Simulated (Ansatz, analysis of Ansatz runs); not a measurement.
## LaOF (R-3m), nudged elastic band: Na_i hop between interstitial places (q = +1)

Wanted: path and barrier of a jump of Na in LaOF (R-3m) at charge +1. The case: Na_i hop between interstitial places, in a cell of 36 host atoms with 1 Na put in.

Main program and level: Ansatz 0.2.0; plane-wave PAW DFT, PBEsol; nudged elastic band between two relaxed defect structures at fixed charge in a uniform background.

### Step 1. The structure

The cell holds 37 atoms: 12 La, 12 O, 12 F and 1 Na. Its edges and angles: a = 8.026 Å, b = 12.040 Å, c = 7.079 Å, α = 73.5°, β = 73.5°, γ = 60.0°. It derives from LaOF (space group R-3m). Nearest the centre at fractional (0.750, 0.333, 0.500): F29 at 1.38 Å, F24 at 1.38 Å, Na37 at 2.01 Å, La25 at 2.17 Å, La20 at 2.17 Å, F12 at 3.16 Å, F11 at 3.16 Å, F5 at 3.16 Å. The cell carries charge +1.

The cell's shortest repeat is 7.1 Å.

### Step 2. Relaxation of the start point, charge +1

A barrier is counted from a minimum, so both ends are relaxed first. Small random displacements break the symmetry of the ideal sites, so that the defect can distort if it gains by it. The charge of +1 is set by the electron count, and a uniform background keeps the cell neutral.

File qp1.start/input.yaml:

```yaml
crystal:
  lattice:
    - [-4.01323029, 6.95111876, 0.0]
    - [-12.03969086, 0.0, 0.0]
    - [-2.00661514, 1.15851979, 6.68937331]
  atoms:
    - { symbol: La, position: [0.12912111, 0.08608074, 0.22527337] }
    - { symbol: La, position: [0.37087889, 0.2472526, 0.77472663] }
    - { symbol: O, position: [0.1884472, 0.12563147, 0.86931681] }
    - { symbol: O, position: [0.3115528, 0.20770187, 0.13068319] }
    - { symbol: F, position: [0.06449263, 0.04299509, 0.6130442] }
    - { symbol: F, position: [0.43550737, 0.29033824, 0.3869558] }
    - { symbol: La, position: [0.12912111, 0.41941407, 0.22527337] }
    - { symbol: La, position: [0.37087889, 0.58058593, 0.77472663] }
    - { symbol: O, position: [0.1884472, 0.4589648, 0.86931681] }
    - { symbol: O, position: [0.3115528, 0.5410352, 0.13068319] }
    - { symbol: F, position: [0.06449263, 0.37632842, 0.6130442] }
    - { symbol: F, position: [0.43550737, 0.62367158, 0.3869558] }
    - { symbol: La, position: [0.12912111, 0.7527474, 0.22527337] }
    - { symbol: La, position: [0.37087889, 0.91391926, 0.77472663] }
    - { symbol: O, position: [0.1884472, 0.79229813, 0.86931681] }
    - { symbol: O, position: [0.3115528, 0.87436853, 0.13068319] }
    - { symbol: F, position: [0.06449263, 0.70966176, 0.6130442] }
    - { symbol: F, position: [0.43550737, 0.95700491, 0.3869558] }
    - { symbol: La, position: [0.62912111, 0.08608074, 0.22527337] }
    - { symbol: La, position: [0.87087889, 0.2472526, 0.77472663] }
    - { symbol: O, position: [0.6884472, 0.12563147, 0.86931681] }
    - { symbol: O, position: [0.8115528, 0.20770187, 0.13068319] }
    - { symbol: F, position: [0.56449263, 0.04299509, 0.6130442] }
    - { symbol: F, position: [0.93550737, 0.29033824, 0.3869558] }
    - { symbol: La, position: [0.62912111, 0.41941407, 0.22527337] }
    - { symbol: La, position: [0.87087889, 0.58058593, 0.77472663] }
    - { symbol: O, position: [0.6884472, 0.4589648, 0.86931681] }
    - { symbol: O, position: [0.8115528, 0.5410352, 0.13068319] }
    - { symbol: F, position: [0.56449263, 0.37632842, 0.6130442] }
    - { symbol: F, position: [0.93550737, 0.62367158, 0.3869558] }
    - { symbol: La, position: [0.62912111, 0.7527474, 0.22527337] }
    - { symbol: La, position: [0.87087889, 0.91391926, 0.77472663] }
    - { symbol: O, position: [0.6884472, 0.79229813, 0.86931681] }
    - { symbol: O, position: [0.8115528, 0.87436853, 0.13068319] }
    - { symbol: F, position: [0.56449263, 0.70966176, 0.6130442] }
    - { symbol: F, position: [0.93550737, 0.95700491, 0.3869558] }
    - { symbol: Na, position: [0.75, 0.5, 0.5] }
total_charge: 1
basis:
  ecutwfc: 420
  xc_grid: 2
hamiltonian:
  xc: pbesol
kpoints:
  mp_grid: { grid: [1, 1, 1] }
scf:
  occupations: { method: fixed }
  max_iter: 80
output:
  forces: true
relax:
  f_tol: 0.02
  max_steps: 70
  random_displacement: { amplitude: 0.03, seed: 3396 }
```

Run with:

```bash
> ansatz run input.yaml --threads 4 --pin off --max-ram 7536MiB --backend cpu --events-out ev --progress --plain --runs-dir out
```

Numbers of over 12 decimals in the logs are rounded to 6 here.

The log of the run:

```text
[... repeated set-up lines and file paths are left out, and long positions are rounded to six places ...]
The last accepted step is kept in <dir> (removed where the run ends without a failure and the disk answers)
Engine: ansatz 0.2.0, x86_64-unknown-linux-gnu
Pseudopotentials: kind: paw
Pseudopotential: La, paw, valence charge 11, recommended cutoff 420 eV (normal), La.paw.azcp
Pseudopotential: O, paw, valence charge 6, recommended cutoff 420 eV (normal), O.paw.azcp
Pseudopotential: F, paw, valence charge 7, recommended cutoff 420 eV (normal), F.paw.azcp
Pseudopotential: Na, paw, valence charge 9, recommended cutoff 420 eV (normal), Na.paw.azcp
Functional definition: PBEsol
  exchange = pbesol_x
  correlation = pbesol_c
Crystal: 37 atoms, lattice volume = 559.829 Å³
Basis set: ecut = 420 eV, 10937 PW (Γ), exchange–correlation on 108×162×96 points (8 copies of the dense FFT grid, shifted against one another)
Bands: 185, of which v1, the nominal top of the filled ones, is band 148 counted from 1 (147 counted from 0)
Symmetry: 1 space group operations
k-points: 1
Non-local potential: La, projectors of the file, l = 0: 3, l = 1: 2, l = 2: 2, l = 3: 3
Non-local potential: O, projectors of the file, l = 0: 2, l = 1: 2, l = 2: 1
Non-local potential: F, projectors of the file, l = 0: 2, l = 1: 2, l = 2: 1
Non-local potential: Na, projectors of the file, l = 0: 3, l = 1: 2, l = 2: 1
PAW form: soft (Blöchl's): semilocal exchange-correlation on the pseudo side does not see the compensation charge
PAW frozen core: La, regenerated for the run's functional, and the local potential with it (the file was generated under x = pbe(κ = 0.804, μ = 0.219515), c = pbe(β = 0.066725))
PAW frozen core: O, regenerated for the run's functional, and the local potential with it (the file was generated under x = pbe(κ = 0.804, μ = 0.219515), c = pbe(β = 0.066725))
PAW frozen core: F, regenerated for the run's functional, and the local potential with it (the file was generated under x = pbe(κ = 0.804, μ = 0.219515), c = pbe(β = 0.066725))
PAW frozen core: Na, regenerated for the run's functional, and the local potential with it (the file was generated under x = pbe(κ = 0.804, μ = 0.219515), c = pbe(β = 0.066725))
PAW one-centre angular grid: La, 590 points (default); XC on 64 Gauss nodes
PAW one-centre angular grid: O, 110 points (default); XC on 64 Gauss nodes
PAW one-centre angular grid: F, 110 points (default); XC on 64 Gauss nodes
PAW one-centre angular grid: Na, 110 points (default); XC on 64 Gauss nodes
Initial density: superposition of atomic densities (neutral atoms scaled as one to the charged cell's electrons: chi_scale 0, normalization atom), corrected by the library's trained network
Initial wavefunctions: pseudopotential atomic-orbital guess
Functional: x = pbesol(κ = 0.804, μ = 0.123457), c = pbesol(β = 0.046)
SCF iter   1: F=—  HF=-91831.476394 eV  |F-HF|=—  |Δ(HF+E_count)|=         —  Δρ=8.47e-3  dr2=4.54e-1  ethr=1.77e-3  ⟨swp⟩=6.0  Hψ=587  notcnv=0  defer=35
preconditioner: auto → Resta (q_TF=auto, 2.453 Å⁻¹)  ε∞=4.6  [insulator: Δε(μ)=4.141 eV  Ē_g=13.634 eV  n_scr=138 (ndim 8)  ℏωp=25.8 eV  f_vac=0.062  ε∞_Penn≈4.6]
SCF iter   2: F=—  HF=-91831.392214 eV  |F-HF|=—  |Δ(HF+E_count)|=   8.42e-2  Δρ=3.42e-3  dr2=5.85e-2  ethr=1.53e-4  ⟨swp⟩=3.0  Hψ=340  notcnv=0  defer=34
SCF iter   3: F=—  HF=-91831.381645 eV  |F-HF|=—  |Δ(HF+E_count)|=   1.06e-2  Δρ=1.05e-3  dr2=1.60e-2  ethr=1.98e-5  ⟨swp⟩=4.0  Hψ=297  notcnv=0  defer=35
SCF iter   4: F=—  HF=-91831.378425 eV  |F-HF|=—  |Δ(HF+E_count)|=   3.22e-3  Δρ=5.91e-4  dr2=2.15e-3  ethr=5.42e-6  ⟨swp⟩=4.0  Hψ=306  notcnv=0  defer=35
SCF iter   5: F=—  HF=-91831.378641 eV  |F-HF|=—  |Δ(HF+E_count)|=   2.16e-4  Δρ=2.15e-4  dr2=2.62e-4  ethr=7.27e-7  ⟨swp⟩=3.0  Hψ=336  notcnv=0  defer=35
SCF iter   6: F=—  HF=-91831.378651 eV  |F-HF|=—  |Δ(HF+E_count)|=   1.04e-5  Δρ=7.53e-5  dr2=2.91e-5  ethr=8.85e-8  ⟨swp⟩=2.0  Hψ=300  notcnv=0  defer=35
SCF iter   7: F=-91831.378667 eV  HF=-91831.378665 eV  |F-HF|=1.93e-6  |Δ(HF+E_count)|=   1.43e-5  Δρ=3.52e-5  dr2=6.65e-6  ethr=3.38e-9  ⟨swp⟩=4.0  Hψ=620  notcnv=0
SCF 1 converged in 7 iterations: F = -91831.378667 eV  dr2 = 6.65e-6
  greatest PAW one-centre occupation: 0.999 electrons in one spin orbital (limit 2), on the Na atom at site 36 (counted from 0), in its partial waves of l = 0
relax step   1: F+E_penalty+E_count = -91831.37866735 eV  Δ(F+E_penalty+E_count) = +0.000e0 eV  max|allowed force component| = 1.863e0 eV/Å  Δτ_max = 0.0000 Å  (7 SCF iters, dr2 threshold 1.00e-5 eV, accepted)
[... the SCF cycles and remarks between the steps are left out from here to the last step ...]
relax step   2: F+E_penalty+E_count = -91831.64808761 eV  Δ(F+E_penalty+E_count) = -2.694e-1 eV  max|allowed force component| = 1.659e0 eV/Å  Δτ_max = 0.1949 Å  (7 SCF iters, dr2 threshold 1.00e-4 eV, accepted)
relax step   3: F+E_penalty+E_count = -91831.56058270 eV  Δ(F+E_penalty+E_count) = +8.750e-2 eV  max|allowed force component| = 1.209e0 eV/Å  Δτ_max = 0.2000 Å  (8 SCF iters, dr2 threshold 1.00e-4 eV, rejected (line search))
relax step   4: F+E_penalty+E_count = -91832.20615891 eV  Δ(F+E_penalty+E_count) = -5.581e-1 eV  max|allowed force component| = 1.899e-1 eV/Å  Δτ_max = 0.0928 Å  (10 SCF iters, accepted)
relax step   5: F+E_penalty+E_count = -91832.09080604 eV  Δ(F+E_penalty+E_count) = +1.154e-1 eV  max|allowed force component| = 4.838e-1 eV/Å  Δτ_max = 0.0519 Å  (7 SCF iters, dr2 threshold 2.25e-6 eV, rejected (line search))
relax step   6: F+E_penalty+E_count = -91832.22197493 eV  Δ(F+E_penalty+E_count) = -1.582e-2 eV  max|allowed force component| = 4.732e-2 eV/Å  Δτ_max = 0.0212 Å  (8 SCF iters, accepted)
relax step   7: F+E_penalty+E_count = -91832.22068801 eV  Δ(F+E_penalty+E_count) = +1.287e-3 eV  max|allowed force component| = 8.400e-2 eV/Å  Δτ_max = 0.0202 Å  (7 SCF iters, rejected (line search))
relax step   8: F+E_penalty+E_count = -91832.22374740 eV  Δ(F+E_penalty+E_count) = -1.772e-3 eV  max|allowed force component| = 2.037e-2 eV/Å  Δτ_max = 0.0101 Å  (7 SCF iters, accepted)
relax step   9: F+E_penalty+E_count = -91832.22316101 eV  Δ(F+E_penalty+E_count) = +5.864e-4 eV  max|allowed force component| = 3.462e-2 eV/Å  Δτ_max = 0.0066 Å  (6 SCF iters, rejected (line search))
SCF iter   1: F=—  HF=-91832.223515 eV  |F-HF|=—  |Δ(HF+E_count)|=         —  Δρ=3.87e-4  dr2=7.54e-4  ethr=2.38e-6  ⟨swp⟩=3.0  Hψ=328  notcnv=0  defer=35
SCF iter   2: F=—  HF=-91832.223306 eV  |F-HF|=—  |Δ(HF+E_count)|=   2.09e-4  Δρ=1.93e-4  dr2=2.01e-4  ethr=2.55e-7  ⟨swp⟩=2.0  Hψ=306  notcnv=0  defer=35
SCF iter   3: F=—  HF=-91832.223251 eV  |F-HF|=—  |Δ(HF+E_count)|=   5.48e-5  Δρ=7.45e-5  dr2=2.64e-5  ethr=6.81e-8  ⟨swp⟩=2.0  Hψ=266  notcnv=0  defer=31
SCF iter   4: F=—  HF=-91832.224004 eV  |F-HF|=—  |Δ(HF+E_count)|=   7.53e-4  Δρ=2.33e-5  dr2=2.19e-6  ethr=8.93e-9  ⟨swp⟩=2.0  Hψ=302  notcnv=0  defer=31
SCF iter   5: F=—  HF=-91832.224004 eV  |F-HF|=—  |Δ(HF+E_count)|=   2.48e-8  Δρ=6.37e-6  dr2=1.83e-7  ethr=7.40e-10  ⟨swp⟩=2.0  Hψ=284  notcnv=0  defer=31
SCF iter   6: F=-91832.224004 eV  HF=-91832.224004 eV  |F-HF|=1.61e-8  |Δ(HF+E_count)|=   2.15e-8  Δρ=3.31e-6  dr2=4.47e-8  ethr=3.38e-11  ⟨swp⟩=4.0  Hψ=620  notcnv=0
SCF 10 converged in 6 iterations: F = -91832.224004 eV  dr2 = 4.47e-8
relax step  10: F+E_penalty+E_count = -91832.22400365 eV  Δ(F+E_penalty+E_count) = -2.562e-4 eV  max|allowed force component| = 6.071e-3 eV/Å  Δτ_max = 0.0033 Å  (6 SCF iters, accepted)
SCF converged after 6 iterations
Free energy (F): -91832.224004 eV
Harris-Foulkes:  -91832.224004 eV  (|F-HF|=1.61e-8)
Internal energy: -91832.224004 eV  (E = F + TS)
E sigma→0 (E₀):  -91832.224004 eV
Fermi energy:    8.520327 eV
--- Per-component energies (eV) ---
  E_band       = -554.403164
  E_kinetic    = 7016.985734
  E_local      = -15594.131408  (includes V_loc(G=0)·N_el)
  E_nonlocal   = 2754.724221
  E_hartree    = 5744.375287
  E_xc         = -3530.292162
  E_vxc        = -4173.590375  (∫ρ·V_xc dr)
  E_paw        = -68357.091541  (= ΣΔE_a)
  E_vpaw       = -2047.200637  (= ΣTr[D̂ρ^β])
  E_aug_tail   = 0.053374  (compensation charges beyond the density's cutoff)
  E_ewald      = -19869.869084
  E_core_change = 3.021574  (= ΣΔE_core)
  E_smearing   = -0.000000  (= −TS)
  E_closure    = 0.000000  (closes the sum)
  E_deformation_potential = 19.346561  (in the stress; not in F)
  Σ components = -91832.224004   (vs F -91832.224004, Δ=0.00e0)
--- Forces (eV/Å), atoms counted from 1 ---
  atom   1  La     0.00077342    -0.00261973     0.00076339
  atom   2  La     0.00185435     0.00026762    -0.00211944
  atom   3  O      0.00017538    -0.00095226    -0.00058675
  atom   4  O     -0.00277259     0.00075337     0.00012279
  atom   5  F     -0.00040079     0.00115654     0.00299249
  atom   6  F     -0.00123529    -0.00036926    -0.00150261
  atom   7  La    -0.00447521    -0.00092805    -0.00278594
  atom   8  La     0.00281030    -0.00058032     0.00219294
  atom   9  O     -0.00045214    -0.00001057     0.00121385
  atom  10  O      0.00082026    -0.00006916    -0.00194293
  atom  11  F     -0.00164537    -0.00013417     0.00119942
  atom  12  F      0.00235092    -0.00061505    -0.00131174
  atom  13  La    -0.00186687    -0.00103789     0.00173594
  atom  14  La    -0.00014597     0.00295853    -0.00056755
  atom  15  O      0.00305272     0.00044624    -0.00056048
  atom  16  O     -0.00066911     0.00062151     0.00013522
  atom  17  F     -0.00021011     0.00029536     0.00217394
  atom  18  F     -0.00125242    -0.00275178    -0.00178903
  atom  19  La    -0.00012310     0.00047604     0.00192072
  atom  20  La     0.00153505    -0.00037933     0.00234091
  atom  21  O      0.00172530    -0.00173179    -0.00030911
  atom  22  O     -0.00094002    -0.00136134    -0.00246058
  atom  23  F     -0.00133859    -0.00024530     0.00091168
  atom  24  F      0.00607090     0.00245360    -0.00200421
  atom  25  La     0.00044314    -0.00085902    -0.00208588
  atom  26  La    -0.00203506     0.00246050     0.00281851
  atom  27  O      0.00402649    -0.00293748     0.00153520
  atom  28  O     -0.00304527     0.00283495    -0.00077299
  atom  29  F     -0.00031092     0.00052368    -0.00007739
  atom  30  F     -0.00014714     0.00029565     0.00030392
  atom  31  La     0.00010528     0.00132257    -0.00238812
  atom  32  La     0.00111784    -0.00000157    -0.00204376
  atom  33  O      0.00156149     0.00074777     0.00183869
  atom  34  O     -0.00094368     0.00182467     0.00147932
  atom  35  F     -0.00577914    -0.00275502     0.00135788
  atom  36  F      0.00037479    -0.00027223    -0.00108382
  atom  37  Na     0.00097234     0.00116707    -0.00064192
  max |Σ_I F_I| component: 1.89e-5 eV/Å
--- Relaxed structure (10 steps of the walk, 6 accepted, 0 SCFs on fresh bases) ---
  F+E_penalty+E_count = -91832.22400365 eV   max|allowed force component| = 6.071e-3 eV/Å
  atoms:
    - { symbol: La, position: [0.130578, 0.084725, 0.225908] }
    - { symbol: La, position: [0.372904, 0.247774, 0.771757] }
    - { symbol: O, position: [0.192148, 0.123587, 0.869349] }
    - { symbol: O, position: [0.312815, 0.207672, 0.128320] }
    - { symbol: F, position: [0.064832, 0.043250, 0.610685] }
    - { symbol: F, position: [0.437735, 0.290294, 0.386364] }
    - { symbol: La, position: [0.142987, 0.413048, 0.220110] }
    - { symbol: La, position: [0.357425, 0.587406, 0.779270] }
    - { symbol: O, position: [0.190724, 0.457317, 0.869821] }
    - { symbol: O, position: [0.309705, 0.543147, 0.129578] }
    - { symbol: F, position: [0.056874, 0.379576, 0.609264] }
    - { symbol: F, position: [0.443583, 0.620932, 0.390098] }
    - { symbol: La, position: [0.127542, 0.752701, 0.227586] }
    - { symbol: La, position: [0.369869, 0.915747, 0.773412] }
    - { symbol: O, position: [0.187601, 0.792796, 0.871026] }
    - { symbol: O, position: [0.308294, 0.876886, 0.129968] }
    - { symbol: F, position: [0.062718, 0.710129, 0.612943] }
    - { symbol: F, position: [0.435705, 0.957182, 0.388582] }
    - { symbol: La, position: [0.630830, 0.082963, 0.227213] }
    - { symbol: La, position: [0.876599, 0.239187, 0.780594] }
    - { symbol: O, position: [0.689500, 0.124194, 0.869334] }
    - { symbol: O, position: [0.811691, 0.207460, 0.129985] }
    - { symbol: F, position: [0.563591, 0.043720, 0.611595] }
    - { symbol: F, position: [0.930631, 0.296701, 0.389441] }
    - { symbol: La, position: [0.627998, 0.416096, 0.212461] }
    - { symbol: La, position: [0.872412, 0.584381, 0.786888] }
    - { symbol: O, position: [0.691793, 0.458400, 0.858813] }
    - { symbol: O, position: [0.808621, 0.542081, 0.140499] }
    - { symbol: F, position: [0.568613, 0.379562, 0.607532] }
    - { symbol: F, position: [0.931741, 0.620938, 0.391770] }
    - { symbol: La, position: [0.623845, 0.761320, 0.218714] }
    - { symbol: La, position: [0.869625, 0.917524, 0.772104] }
    - { symbol: O, position: [0.688773, 0.793028, 0.869360] }
    - { symbol: O, position: [0.810953, 0.876323, 0.129945] }
    - { symbol: F, position: [0.569781, 0.703797, 0.609977] }
    - { symbol: F, position: [0.936873, 0.956728, 0.387734] }
    - { symbol: Na, position: [0.750145, 0.500293, 0.499678] }
```

It took 16 s on 4 threads of Intel Xeon 6975P-C (Granite Rapids), shared host; peak memory 0.77 GiB.

Relaxation path:

```
step  energy less that of the first step (eV)  largest force component (eV/Å)
   1                                   0.0000                          1.8631
   2                                  -0.2694                          1.6586
   3                                  -0.1819                          1.2094
   4                                  -0.8275                          0.1899
   5                                  -0.7121                          0.4838
   6                                  -0.8433                          0.0473
   7                                  -0.8420                          0.0840
   8                                  -0.8451                          0.0204
   9                                  -0.8445                          0.0346
  10                                  -0.8453                          0.0061
```

Relaxation steps 3, 5, 7, 9 were tried and not accepted.

The atoms that moved most (Å, from the sites as typed, ahead of the random displacement, the mean shift of all atoms taken out):

```
atom      dx      dy      dz  length
La25   0.073  -0.024  -0.083   0.114
La26  -0.073   0.024   0.084   0.114
 La8  -0.034  -0.089   0.033   0.101
 La7   0.034   0.089  -0.032   0.101
La31  -0.066  -0.045  -0.042   0.090
La20   0.065   0.045   0.041   0.090
 O27   0.018   0.010  -0.068   0.071
 O28  -0.017  -0.010   0.068   0.071
```

The relaxed structure:

```xyz
37
Lattice="-4.0132 6.9511 0.0000 -12.0397 0.0000 0.0000 -2.0066 1.1585 6.6894" Properties=species:S:1:pos:R:3 pbc="T T T"
La   -1.9974    1.1694    1.5112
La   -6.0283    3.4862    5.1626
O    -4.0035    2.3428    5.8154
O    -4.0132    2.3231    0.8584
F    -2.0063    1.1581    4.0851
F    -6.0271    3.4904    2.5845
La   -5.9885    1.2489    1.4724
La  -10.0703    3.3873    5.2128
O    -8.0168    2.3334    5.8186
O    -8.0423    2.3029    0.8668
F    -6.0208    1.1012    4.0756
F   -10.0388    3.5353    2.6095
La  -10.0308    1.1502    1.5224
La  -14.0616    3.4670    5.1736
O   -12.0457    2.3131    5.8266
O   -12.0555    2.2936    0.8694
F   -10.0314    1.1461    4.1002
F   -14.0525    3.4788    2.5994
La   -3.9865    4.6482    1.5199
La   -7.9641    6.9977    5.2217
O    -6.0068    5.7999    5.8153
O    -6.0161    5.7928    0.8695
F    -4.0154    4.6261    4.0912
F    -8.0885    6.9201    2.6051
La   -7.9563    4.6114    1.4212
La  -12.1159    6.9759    5.2638
O   -10.0186    5.8037    5.7449
O   -10.0536    5.7836    0.9398
F    -8.0709    4.6563    4.0640
F   -12.0013    6.9305    2.6207
La  -12.1086    4.5898    1.4631
La  -16.0860    6.9394    5.1649
O   -14.0565    5.7949    5.8155
O   -14.0659    5.7876    0.8692
F   -11.9841    4.6673    4.0804
F   -16.0566    6.9615    2.5937
Na  -10.0365    5.7932    3.3425
```

Neighbours of Na37 at the end:

```
atom  distance (Å)
 F35         2.368
 F24         2.368
 F12         2.374
 F11         2.375
 F30         2.382
 F29         2.383
 O27         2.402
 O28         2.403
```

This step gave:

| Property | Result |
| --- | --- |
| free energy | -91832.2240 eV |
| largest move from the ideal geometry of this structure, a common shift of the far atoms taken out | 0.1136 Å |

The relaxation gained 0.845 eV and ended with a largest force component of 0.0061 eV/Å.

(Part 1 of 4 ends here.)

[Logs are printed without paths, hosts, clocks, repeated set-up lines and the standing remarks that a program may print on its own settings, such as how far it seeks lower states.]

[Hosts, paths, dates, database ids (printed as entryN), source tags and the programs' standing remarks are cut or masked in the printed files.]
